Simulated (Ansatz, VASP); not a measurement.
# CaSiS3 in two plane-wave programs, part 2 of 2

One calculation is typed for both programs; each brings its own data sets. How far apart do they land? The cell is generated by rule, not measured, and may not be a known phase. The cell is taken from a series of runs on this material, whose earlier steps may have relaxed, scaled, displaced or heated it; both programs get it as it stands.

VASP 6.6.1 and Ansatz 0.2.0.

So far: Starting point; Ansatz: relaxation of cell and atoms, LDA, pair 1.

### Step 3. VASP: relaxation of cell and atoms, LDA, pair 1

Level of this step: LDA; plane waves and PAW (Ca_sv, Si, S); invented cell (VASP).

The same cell, functional (in two slightly different forms) and mesh now go to VASP, with its own data sets.

Lines of VASP's logs that name or quote its potential files are left out, and so is its time.

File INCAR:

```
SYSTEM = CaSiS3
PREC = Accurate
ENCUT = 500
EDIFF = 1E-07
NELM = 120
ISMEAR = 0
SIGMA = 0.01
LREAL = .FALSE.
ALGO = Normal
GGA = PW92
NBANDS = 42
LORBIT = 11
LWAVE = .FALSE.
LCHARG = .FALSE.
ISIF = 3
IBRION = 2
NSW = 80
EDIFFG = -0.005
LASPH = .TRUE.
GGA_COMPAT = .FALSE.
NELMIN = 4
EFERMI = MIDGAP
KPAR = 2
```

File POSCAR:

```
CaSiS3
1.0
    6.1829650000     -2.9351590000      0.0000000000
    6.1829650000      2.9351590000      0.0000000000
   -2.7751940000      0.0000000000      5.2108090000
Ca Si S
2 2 6
Direct
    0.7478508925      0.2969107345      0.7239917545
    0.2969107560      0.7478508710      0.2239917544
    0.0274543328      0.5478969858      0.5426730763
    0.5478970072      0.0274543113      0.0426730763
    0.7487992964      0.6556145446      0.1741082335
    0.1772607555      0.3388632230      0.8559061079
    0.3388632445      0.1772607340      0.3559061079
    0.6556145662      0.7487992750      0.6741082335
    0.1810256650      0.7781009637      0.7030985495
    0.7781009852      0.1810256434      0.2030985495
```

File KPOINTS:

```
Automatic mesh
0
Gamma
6 6 6
0 0 0
```

The projector-augmented-wave data sets are Ca_sv, Si and S (LDA family, release 64).

Launch:

```sh
$ mpirun -np 2 vasp_std
```

Numbers of over 12 decimals in the logs are rounded to 6 here.

The program printed:

```text
[banner, memory and clock lines left out]
running    2 mpi-ranks, on    1 nodes
 distrk:  each k-point on    1 cores,    2 groups
 distr:  one band on    1 cores,    1 groups

 POSCAR found type information on POSCAR CaSiS
 POSCAR found :  3 types and      10 ions
|                                                                             |
|               ----> ADVICE to this user running VASP <----                  |
|                                                                             |
|     You enforced a specific xc type in the INCAR file but a different       |
|     [... a line on the potential file left out ...]
|     I HOPE YOU KNOW WHAT YOU ARE DOING!                                     |
|                                                                             |

 LDA part: xc-table for (Slater(with rela. corr.)+PW92), standard interpolation
 POSCAR, INCAR and KPOINTS ok, starting setup
 FFT: planning ... GRIDC
 FFT: planning ... GRID_SOFT
 FFT: planning ... GRID
 WAVECAR not read
 entering main loop
       N       E                     dE             d eps       ncg     rms          rms(c)
DAV:   1     0.457302520509E+03    0.45730E+03   -0.28703E+04  5712   0.136E+03
DAV:   2    -0.163987477524E+02   -0.47370E+03   -0.45536E+03  6976   0.328E+02
DAV:   3    -0.557649004543E+02   -0.39366E+02   -0.38918E+02  8640   0.846E+01
DAV:   4    -0.573290339363E+02   -0.15641E+01   -0.15593E+01  9056   0.158E+01
DAV:   5    -0.574128898355E+02   -0.83856E-01   -0.83828E-01  8480   0.274E+00    0.181E+01
DAV:   6    -0.561445693522E+02    0.12683E+01   -0.25261E+00  7056   0.523E+00    0.123E+01
DAV:   7    -0.559767819908E+02    0.16779E+00   -0.95425E-01  7584   0.363E+00    0.328E+00
DAV:   8    -0.559571956946E+02    0.19586E-01   -0.14431E-01  7600   0.147E+00    0.109E+00
DAV:   9    -0.559575068738E+02   -0.31118E-03   -0.13416E-02  7568   0.486E-01    0.399E-01
DAV:  10    -0.559575810148E+02   -0.74141E-04   -0.15453E-03  9336   0.159E-01    0.174E-01
DAV:  11    -0.559576150452E+02   -0.34030E-04   -0.16922E-04  7808   0.522E-02    0.421E-02
DAV:  12    -0.559576125154E+02    0.25297E-05   -0.19291E-05  8408   0.198E-02    0.262E-02
DAV:  13    -0.559576142265E+02   -0.17111E-05   -0.91016E-06  7200   0.134E-02    0.113E-02
DAV:  14    -0.559576142792E+02   -0.52699E-07   -0.49330E-07  6664   0.343E-03
   1 F= -.55957614E+02 E0= -.55957614E+02  d E =-.559576E+02
[... from here on, the cycles between the ionic steps are left out ...]
   2 F= -.55957759E+02 E0= -.55957759E+02  d E =-.144940E-03
   3 F= -.55957760E+02 E0= -.55957760E+02  d E =-.145962E-03
   4 F= -.55957857E+02 E0= -.55957857E+02  d E =-.969187E-04
   5 F= -.55957867E+02 E0= -.55957867E+02  d E =-.106819E-03
   6 F= -.55957891E+02 E0= -.55957891E+02  d E =-.239366E-04
   7 F= -.55957901E+02 E0= -.55957901E+02  d E =-.340273E-04
   8 F= -.55957911E+02 E0= -.55957911E+02  d E =-.441492E-04
 curvature:  -2.08 expect dE=-0.564E-04 dE for cont linesearch -0.520E-06
 trial: gam= 0.99353 g(F)=  0.105E-04 g(S)=  0.166E-04 ort = 0.271E-05 (trialstep = 0.717E+00)
 search vector abs. value=  0.616E-04
 bond charge predicted
       N       E                     dE             d eps       ncg     rms          rms(c)
DAV:   1    -0.559579417901E+02   -0.30594E-04   -0.25551E-03  5720   0.259E-01    0.392E-02
DAV:   2    -0.559579331617E+02    0.86283E-05   -0.16446E-04  7064   0.668E-02    0.203E-02
DAV:   3    -0.559579278870E+02    0.52747E-05   -0.97535E-06  7416   0.163E-02    0.977E-03
DAV:   4    -0.559579268440E+02    0.10430E-05   -0.59957E-06  8900   0.950E-03    0.386E-03
DAV:   5    -0.559579269064E+02   -0.62383E-07   -0.38351E-07  7074   0.292E-03
   9 F= -.55957927E+02 E0= -.55957927E+02  d E =-.156978E-04
 trial-energy change:   -0.000016  1 .order   -0.000016   -0.000021   -0.000011
 step:   1.5129(harm=  1.5129)  dis= 0.00070  next Energy=   -55.957934 (dE=-0.225E-04)
 reached required accuracy - stopping structural energy minimisation
```

OUTCAR, selected parts (step 3):

```text
ion  position               nearest neighbor table
   1  0.748  0.297  0.724-   5 2.75   9 2.84   8 2.86   6 2.87  10 2.90
   2  0.297  0.748  0.224-   8 2.75  10 2.84   5 2.86   7 2.87   9 2.90
   3  0.027  0.548  0.543-   9 2.11   5 2.23   7 2.23   6 2.30   8 2.31
   4  0.548  0.027  0.043-  10 2.11   8 2.23   6 2.23   7 2.30   5 2.31
   5  0.749  0.656  0.174-   3 2.23   4 2.31   1 2.75   2 2.86
   6  0.177  0.339  0.856-   4 2.23   3 2.30   1 2.87
   7  0.339  0.177  0.356-   3 2.23   4 2.30   2 2.87
   8  0.656  0.749  0.674-   4 2.23   3 2.31   2 2.75   1 2.86
   9  0.181  0.778  0.703-   3 2.11   1 2.84   2 2.90
  10  0.778  0.181  0.203-   4 2.11   2 2.84   1 2.90

  LATTYP: Found a base centered monoclinic cell.
 ALAT       =    12.3659300000
 B/A-ratio  =     0.4747170654
 C/A-ratio  =     0.4774204042
 COS(beta)  =    -0.4700733042

 Subroutine GETGRP returns: Found  2 space group operations
 (whereof  1 operations were pure point group operations)

The static configuration has the point symmetry C_1 .
 The point group associated with its full space group is C_1h.

 Found     68 irreducible k-points:

   k-points           NKPTS =     68   k-points in BZ     NKDIM =     68   number of bands    NBANDS=     42

   dimension x,y,z NGX =    50 NGY =   50 NGZ =   48
   dimension x,y,z NGXF=   100 NGYF=  100 NGZF=   96

   ENCUT  =  500.0 eV  36.75 Ry    6.06 a.u.  12.48 12.48 10.76*2*pi/ulx,y,z

   NELECT =      64.0000    total number of electrons

 k-points in reciprocal lattice and weights: Automatic mesh
   0.00000000  0.00000000  0.00000000       0.005
   0.16666667 -0.00000000 -0.00000000       0.019
   0.33333333 -0.00000000  0.00000000       0.019
   0.50000000 -0.00000000 -0.00000000       0.009
   0.16666667  0.16666667  0.00000000       0.009
   0.33333333  0.16666667 -0.00000000       0.019
   0.50000000  0.16666667 -0.00000000       0.019
  -0.33333333  0.16666667  0.00000000       0.019
  -0.16666667  0.16666667  0.00000000       0.009
[...]
-0.33333333  0.33333333  0.50000000       0.009
   0.50000000  0.50000000  0.50000000       0.005

 average (electrostatic) potential at core
       1 -43.3640       2 -43.3640       3 -86.3277       4 -86.3277       5 -86.1253
       6 -86.1978       7 -86.1978       8 -86.1253       9 -86.0330      10 -86.0330

 E-fermi :   6.0656

 k-point     1 :       0.0000    0.0000    0.0000
  band No.  band energies     occupation
    ...
     28       3.9547      2.00000
     29       4.1672      2.00000
     30       4.4495      2.00000
     31       5.0868      2.00000
     32       5.4491      2.00000
     33       6.8029      0.00000
     34       7.2568      0.00000
     35       8.0497      0.00000
     36       8.6389      0.00000
     37       8.7691      0.00000
    ...

 k-point     2 :       0.1667   -0.0000   -0.0000
  band No.  band energies     occupation
    ...
     28       3.9427      2.00000
     29       4.0681      2.00000
     30       4.2990      2.00000
     31       4.8388      2.00000
     32       5.4282      2.00000
     33       6.7775      0.00000
     34       7.5807      0.00000
     35       8.1465      0.00000
     36       8.5135      0.00000
     37       8.8613      0.00000
    ...

 k-point     3 :       0.3333   -0.0000    0.0000
  band No.  band energies     occupation
    ...
     28       3.7504      2.00000
     29       4.0170      2.00000
     30       4.2818      2.00000
     31       4.3799      2.00000
     32       5.3206      2.00000
     33       6.8057      0.00000
     34       7.9539      0.00000
     35       8.3981      0.00000
     36       8.5149      0.00000
     37       8.7072      0.00000
    ...

  Total       -0.0101744     -0.0178663     -0.0097608      0.0000000      0.0000000     -0.0025261
  in kB       -0.0861998     -0.1513671     -0.0826957      0.0000000      0.0000000     -0.0214018
  external PRESSURE =      -0.1067542 kB  Pullay stress =       0.0000000 kB

  energy-cutoff  :      500.00
  volume of cell :      189.11
      direct lattice vectors                 reciprocal lattice vectors
     6.181494694 -2.935223038  0.004098112     0.080858071 -0.170344806  0.043010600
     6.181494694  2.935223038  0.004098112     0.080858071  0.170344806  0.043010600
    -2.771080954  0.000000000  5.209512604    -0.000127216  0.000000000  0.191888868

 POSITION                                       TOTAL-FORCE (eV/Angst)
 -----------------------------------------------------------------------------------
      4.44822     -1.32251      3.77654        -0.000655      0.000026      0.002476
      5.83376      1.32251      1.17179        -0.000655     -0.000026      0.002476
      2.05341      1.52749      2.83026        -0.001164     -0.000486     -0.003320
      3.43895     -1.52749      0.22550        -0.001164      0.000486     -0.003320
      8.20254     -0.27445      0.91477         0.001791     -0.000196      0.001451
      0.81886      0.47286      4.45917        -0.002939     -0.000761     -0.001332
      2.20440     -0.47286      1.85442        -0.002939      0.000761     -0.001332
      6.81700      0.27445      3.51953         0.001791      0.000196      0.001451
      3.97970      1.75059      3.66507         0.002967     -0.001378      0.000724
      5.36524     -1.75059      1.06031         0.002967      0.001378      0.000724
 -----------------------------------------------------------------------------------
    total drift:                                0.000073      0.000093      0.000282

  FREE ENERGIE OF THE ION-ELECTRON SYSTEM (eV)
  ---------------------------------------------------
  free  energy   TOTEN  =       -55.9579269064 eV

  energy  without entropy=      -55.9579269064  energy(sigma->0) =      -55.95792691

 reached required accuracy - stopping structural energy minimisation

 total charge
# of ion       s       p       d       tot
------------------------------------------
    1        2.027   5.841   0.262   8.131
    2        2.027   5.841   0.262   8.131
    3        0.719   0.815   0.000   1.533
    4        0.719   0.815   0.000   1.533
    5        1.344   2.424   0.000   3.768
    6        1.352   2.385   0.000   3.737
    7        1.352   2.385   0.000   3.737
    8        1.344   2.424   0.000   3.768
    9        1.332   2.443   0.000   3.775
   10        1.332   2.443   0.000   3.775
--------------------------------------------------
tot         13.547  27.815   0.524  41.887

[... 3 further parts left out ...]
```

CONTCAR:

```
CaSiS3
   1.00000000000000
     6.1814946942667355   -2.9352230379587585    0.0040981121520832
     6.1814946942667355    2.9352230379587585    0.0040981121520832
    -2.7710809537335037    0.0000000000000000    5.2095126043108380
  Ca              Si              S
     2     2     6
Direct
     0.7473875096798144    0.2968236600533654    0.7241105489800680
     0.2968236815533654    0.7473874881798144    0.2241105488800662
     0.0275655748374911    0.5479660224272422    0.5428343784407608
     0.5479660438272405    0.0275655533374911    0.0428343784407608
     0.7493380485324670    0.6558343136692726    0.1744911135124555
     0.1774537194671215    0.3385533299120858    0.8555615903318284
     0.3385533514120858    0.1774536979671215    0.3555615903318284
     0.6558343352692744    0.7493380271324688    0.6744911135124555
     0.1812239672699336    0.7776312479512015    0.7027800904348793
     0.7776312694512015    0.1812239456699319    0.2027800904348794
```

The run keeps the 2 symmetry operations of its start, so it cannot find a distortion of lower symmetry.

### Step 4. Comparison

Known differences besides the potentials themselves: fixed occupations in Ansatz, narrow Gaussian smearing in VASP; the cutoff is 420 eV in Ansatz and 500 eV in VASP; VASP's log shows a relativistic correction to its local exchange, Ansatz's none; Ansatz adds a Pulay correction to the stress that steers its cell, VASP none. Total energies have different zeros and are not compared.

Both answers:

```csv
quantity,Ansatz,VASP,difference
volume (Å³),189.13,189.11,+0.01 %
"edge a after relaxation, in the typed setting (Å)",6.844,6.843,+0.02 %
"edge c after relaxation, in the typed setting (Å)",5.904,5.901,+0.05 %
```

### Step 5. VASP: relaxation of cell and atoms, LDA, pair 2

The relaxed volume is the usual yardstick between codes: in a stiff, nearly cubic crystal its relative difference is about their pressure difference at one cell divided by the bulk modulus. Its start cell is another than that of the pair before, and may be another structure of the material.

INCAR is that of step 3.

File POSCAR:

```
CaSiS3
1.0
   -3.0307620000      3.0307620000      4.8749980000
    3.0307620000     -3.0307620000      4.8749980000
    3.0307620000      3.0307620000     -4.8749980000
Ca Si S
2 2 6
Direct
    0.7500000000      0.2500000000      0.5000000000
    0.2500000000      0.7500000000      0.5000000000
    0.0000000000      0.0000000000      0.0000000000
    0.5000000000      0.5000000000      0.0000000000
    0.8246777543      0.3246777543      0.1493555086
    0.1753222457      0.6753222457      0.8506444914
    0.7500000000      0.7500000000      0.0000000000
    0.2500000000      0.2500000000      0.0000000000
    0.6753222457      0.8246777543      0.5000000000
    0.3246777543      0.1753222457      0.5000000000
```

File KPOINTS:

```
Automatic mesh
0
Gamma
8 8 8
0 0 0
```

Launch:

```sh
$ mpirun -np 2 vasp_std
```

The program printed:

```text
[banner, memory and clock lines left out]
running    2 mpi-ranks, on    1 nodes
[...]
[... a notice as in an earlier step ...]

 LDA part: xc-table for (Slater(with rela. corr.)+PW92), standard interpolation
 POSCAR, INCAR and KPOINTS ok, starting setup
[...]
entering main loop
       N       E                     dE             d eps       ncg     rms          rms(c)
DAV:   1     0.458469242510E+03    0.45847E+03   -0.28747E+04  4956   0.135E+03
DAV:   2    -0.157134767215E+02   -0.47418E+03   -0.45647E+03  6052   0.330E+02
DAV:   3    -0.544213603006E+02   -0.38708E+02   -0.37748E+02  7376   0.839E+01
DAV:   4    -0.559874538859E+02   -0.15661E+01   -0.15607E+01  8072   0.157E+01
[...]
DAV:  12    -0.547649709597E+02    0.54324E-06   -0.53817E-06  6840   0.114E-02    0.139E-02
DAV:  13    -0.547649711453E+02   -0.18562E-06   -0.92505E-07  6376   0.469E-03    0.522E-03
DAV:  14    -0.547649711168E+02    0.28540E-07   -0.19748E-07  4432   0.227E-03
   1 F= -.54764971E+02 E0= -.54764971E+02  d E =-.547650E+02
[... from here on, the cycles between the ionic steps are left out ...]
   2 F= -.54765053E+02 E0= -.54765053E+02  d E =-.820437E-04
   3 F= -.54765056E+02 E0= -.54765056E+02  d E =-.844712E-04
   4 F= -.54765064E+02 E0= -.54765064E+02  d E =-.867651E-05
 trial-energy change:   -0.000009  1 .order   -0.000009   -0.000022    0.000005
 step:   0.8640(harm=  0.8640)  dis= 0.00008  next Energy=   -54.765065 (dE=-0.924E-05)
 reached required accuracy - stopping structural energy minimisation
```

Parts of OUTCAR (step 5):

```text
  Total       -0.0046005     -0.0046005     -0.0122009      0.0000000      0.0000000     -0.0000000
  in kB       -0.0411557     -0.0411557     -0.1091477      0.0000000      0.0000000     -0.0000000
  external PRESSURE =      -0.0638197 kB  Pullay stress =       0.0000000 kB

 POSITION                                       TOTAL-FORCE (eV/Angst)
 -----------------------------------------------------------------------------------
      0.00000      3.02925      2.43965        -0.000000     -0.000000     -0.000000
      3.02925      0.00000      2.43965        -0.000000      0.000000     -0.000000
      0.00000      6.05851      0.00000        -0.000000     -0.000000     -0.000000
      3.02925      3.02925      0.00000         0.000000      0.000000     -0.000000
     -1.06266      1.96660      4.87930        -0.000031     -0.000031     -0.000000
      4.09191      1.06266      0.00000         0.000031      0.000031      0.000000
      3.02925      3.02925      2.43965        -0.000000     -0.000000     -0.000000
      3.02925      3.02925     -2.43965         0.000000      0.000000     -0.000000
      1.96660      1.06266      4.87930        -0.000031      0.000031     -0.000000
      1.06266      1.96660      0.00000         0.000031     -0.000031      0.000000
 -----------------------------------------------------------------------------------
    total drift:                               -0.000000     -0.000000     -0.000000

  FREE ENERGIE OF THE ION-ELECTRON SYSTEM (eV)
  ---------------------------------------------------
  free  energy   TOTEN  =       -54.7650642645 eV

  energy  without entropy=      -54.7650642645  energy(sigma->0) =      -54.76506426

[... 1 part as in an earlier step ...]

[... 3 further parts left out ...]
[key lines of the parts left out:]
E-fermi :   5.8821
```

The run keeps the 16 symmetry operations of its start, so it cannot find a distortion of lower symmetry.

### Step 6. Ansatz: relaxation of cell and atoms, LDA, pair 2

The same cell, functional (in two slightly different forms) and mesh now go to Ansatz, which takes its cutoff from its data sets.

The cell is taken from a series of runs on this material, whose earlier steps may have relaxed, scaled, displaced or heated it; both programs get it as it stands.

File input.yaml:

```yaml
crystal:
  lattice:
    - [-3.0307618224, 3.0307618224, 4.8749977025]
    - [3.0307618224, -3.0307618224, 4.8749977025]
    - [3.0307618224, 3.0307618224, -4.8749977025]
  atoms:
    - { symbol: Ca, position: [0.75, 0.25, 0.5] }
    - { symbol: Ca, position: [0.25, 0.75, 0.5] }
    - { symbol: Si, position: [0.0, 0.0, 0.0] }
    - { symbol: Si, position: [0.5, 0.5, 0.0] }
    - { symbol: S, position: [0.8246777703, 0.3246777703, 0.1493555407] }
    - { symbol: S, position: [0.1753222297, 0.6753222297, 0.8506444593] }
    - { symbol: S, position: [0.75, 0.75, 0.0] }
    - { symbol: S, position: [0.25, 0.25, 0.0] }
    - { symbol: S, position: [0.6753222297, 0.8246777703, 0.5] }
    - { symbol: S, position: [0.3246777703, 0.1753222297, 0.5] }
kpoints:
  mp_grid: { grid: [8, 8, 8] }
hamiltonian:
  xc: lda
  pseudopotentials: { kind: paw, azcp: { folder: soft_1 }, xc_functional: pbe }
scf:
  occupations: { method: fixed }
output:
  forces: true
  stress: true
  eigenvalues: true
relax:
  adjacent_minimum: "off"
  f_tol: 0.001
  max_steps: 60
  cell: { stress_tol: 0.01 }
```

Launch:

```sh
$ ansatz run input.yaml --threads 4 --pin off --max-ram 16384MiB --backend cpu --events-out ev --progress --plain --runs-dir out
```

The program printed:

```text
[...]
Crystal: 10 atoms, lattice volume = 179.118 Å³
Basis set: ecut = 420 eV, 3473 PW (Γ)
Bands: 42, of which v1, the nominal top of the filled ones, is band 32 counted from 1 (31 counted from 0)
Symmetry: 16 space group operations
[...]
k-points: 59 of 512
[...]
- { symbol: Ca, position: [0.250000, 0.75, 0.5] }
    - { symbol: Si, position: [0, 0, 0] }
    - { symbol: Si, position: [0.5, 0.5, 0] }
    - { symbol: S, position: [0.824878, 0.324878, 0.149757] }
    - { symbol: S, position: [0.175122, 0.675122, 0.850243] }
    - { symbol: S, position: [0.75, 0.75, 0] }
    - { symbol: S, position: [0.25, 0.25, 0] }
    - { symbol: S, position: [0.675122, 0.824878, 0.5] }
    - { symbol: S, position: [0.324878, 0.175122, 0.5] }
[key lines of the parts left out:]
SCF converged after 5 iterations
Free energy (F): -9990.069065 eV
Fermi energy:    7.975223 eV
P = ⅓ Tr σ = -0.0013 GPa (-0.013 kbar)
```

### Step 7. Comparison

Compared:

```csv
quantity,Ansatz,VASP,difference
volume (Å³),179.11,179.10,+0.01 %
"edge a after relaxation, in the typed setting (Å)",6.492,6.493,-0.02 %
```

### Step 8. Results

```yaml
difference_in_edge_c_after_relaxation_in_the_typed_setting_relaxation_of_cell_and_atoms_lda_pair_1: 0.051 %
difference_in_edge_a_after_relaxation_in_the_typed_setting_relaxation_of_cell_and_atoms_lda_pair_2: -0.017 %
```

**Reading.** The difference in edge c after relaxation, in the typed setting is 0.051 % (relaxation of cell and atoms, LDA, pair 1), within the 1.2 % picked in this series as the mark of a large difference, as far as the stopping tolerances let one tell. Such differences can come from data sets, numerical settings and the points named under the comparisons, not from the functional's error against experiment.

[Lines on the potential files, build, host, timing and source positions are cut from VASP's logs without a mark.]

[Logs are printed without paths, hosts, clocks, repeated set-up lines and the standing remarks that a program may print on its own settings, such as how far it seeks lower states.]

[Hosts, paths, dates, database ids (printed as entryN), source tags and the programs' standing remarks are cut or masked in the printed files.]
